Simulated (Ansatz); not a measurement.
**HfC: strong compression**

One table from this session's results is given with a row withheld; the runs are named, their logs left out.

Program: Ansatz 0.2.0. Level of theory: DFT, PBE, PAW with Ansatz's default frozen-core files, scalar-relativistic. These are calculated values, not measurements.

### The starting structure

It takes space group Pm-3m (No. 221, cubic). Conventional cell: a = 2.972 Å, b = 2.972 Å, c = 2.972 Å, α = 90.00°, β = 90.00°, γ = 90.00°. Hf (site symmetry m-3m) is surrounded by 8 C at 2.57 Å. C (site symmetry m-3m) is surrounded by 8 Hf at 2.57 Å.

As a file:

```
CELL_PARAMETERS angstrom
2.97184 0.00000 0.00000
0.00000 2.97184 0.00000
0.00000 0.00000 2.97184
ATOMIC_POSITIONS crystal
Hf 0.00000 0.00000 0.00000
C 0.50000 0.50000 0.50000
```

Whether this phase is the stable one at these pressures isn't tested.

Atoms are numbered in the order of the input: Hf1, C2.

The first run:

File input.yaml:

```yaml
crystal:
  lattice:
    - [2.9718440398, 0.0, 0.0]
    - [0.0, 2.9718440398, 0.0]
    - [0.0, 0.0, 2.9718440398]
  atoms:
    - { symbol: Hf, position: [0.0, 0.0, 0.0] }
    - { symbol: C, position: [0.5, 0.5, 0.5] }
kpoints:
  mp_grid: { grid: [14, 14, 14] }
scf:
  occupations: { method: fermi_dirac, width: 0.08 }
hamiltonian:
  xc: pbe
  pseudopotentials: { kind: paw }
output:
  forces: true
  stress: true
relax:
  f_tol: 0.005
  max_steps: 40
  cell: {}
```

Started as:

```console
$ ansatz run input.yaml --threads 1 --pin off --max-ram 2048MiB --backend cpu --events-out ev --progress --plain --runs-dir out
```

Steps of the session up to this table: Cell relaxed at zero pressure, PAW; Volume scaled by 1, PAW; Volume scaled by 0.94, PAW; Volume scaled by 0.88, PAW; Volume scaled by 0.8, PAW; Volume scaled by 0.72, PAW; Volume scaled by 0.64, PAW; Volume scaled by 0.55, PAW; Volume scaled by 0.55, PAW (cutoff 250 eV).

One table of the session follows, with a row left open; its other results are not shown here.

| method | volume over the first | volume (Å³/atom) | pressure (GPa) |
| --- | --- | --- | --- |
| PAW | 1 | 12.213 | 0.00 |
| PAW | 0.94 | 11.480 | 14.19 |
| PAW | 0.88 | 10.747 | 33.49 |
| PAW | 0.8 | 9.770 | 70.67 |
| PAW | 0.72 | 8.793 | 128.31 |
| PAW | 0.64 | ? | ? |
| PAW | 0.55 | 6.717 | 398.71 |
| PAW (cutoff 250 eV) | 0.55 | 6.717 | 422.38 |

Q: Estimate the row for PAW, 0.64 from the others.

The run gave: volume (Å³/atom): 7.816; pressure (GPa): 220.38. In the column «volume (Å³/atom)» it lies between PAW (cutoff 250 eV), 0.55 (6.717) and PAW, 0.72 (8.793).

Limits of these values: Warnings in the runs' records: cutoff below recommended.
